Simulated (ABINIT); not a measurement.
Crystal: Te.

```
Te
1.0
     4.45400    0.00000    0.00000
    -2.22700    3.85728    0.00000
     0.00000    0.00000    5.92400
Te
3
Direct
  0.73100 0.73100 0.00000
  0.00000 0.26900 0.66667
  0.26900 0.00000 0.33333
```

* Program: ABINIT 10.8.3 (patched build)
* Task: relaxation of cell and atoms
* Functional: r2SCAN
* Potentials or basis: JTH PAW PBE v2.0
* Cutoff: 490 eV
* k mesh: 7 × 7 × 5
* Occupations: fermi-dirac, width 0.05 eV
* Spin: no spin polarisation

At the start: pressure 0.9 GPa; volume 33.93 Å³/atom.

Problem. Where does the relaxation end?

Solution. Over 14 steps the energy falls by 3.9 meV/atom and the volume is 35.51 Å³/atom (+4.7 %); space group P3_121 (No. 152, to 0.05 Å).

Step by step:
```
step  energy change (eV)  largest force (eV/Å)  pressure (GPa)  volume (Å³)
   1              0.0000                0.0031            0.87       101.78
   2             -0.0014                0.0181            0.73       102.05
   3             -0.0051                0.0917            0.02       103.56
   4             -0.0054                0.0938           -0.03       103.73
   5             -0.0086                0.0810           -0.27       105.25
   6             -0.0105                0.0353           -0.24       106.23
   7             -0.0110                0.0032           -0.09       106.37
   8             -0.0111                0.0137            0.00       106.19
   9             -0.0112                0.0166            0.04       106.05
  10             -0.0113                0.0171            0.08       105.93
  11             -0.0115                0.0151            0.11       105.90
  12             -0.0116                0.0082            0.09       106.09
  13             -0.0117                0.0020            0.04       106.38
  14             -0.0117                0.0001            0.01       106.52
```

Final structure:
```cif
data_structure
_symmetry_space_group_name_H-M 'P 1'
_symmetry_Int_Tables_number 1
_cell_length_a 4.5566
_cell_length_b 4.5566
_cell_length_c 5.9243
_cell_angle_alpha 90.000
_cell_angle_beta 90.000
_cell_angle_gamma 120.000
_cell_volume 106.52
loop_
_atom_site_label
_atom_site_type_symbol
_atom_site_fract_x
_atom_site_fract_y
_atom_site_fract_z
_atom_site_occupancy
Te1 Te 0.73961 0.73961 0.00000 1
Te2 Te 0.00000 0.26039 0.66667 1
Te3 Te 0.26039 0.00000 0.33333 1
```

Caveat: the PAW data sets were made with another functional, which shifts forces and pressure a little.
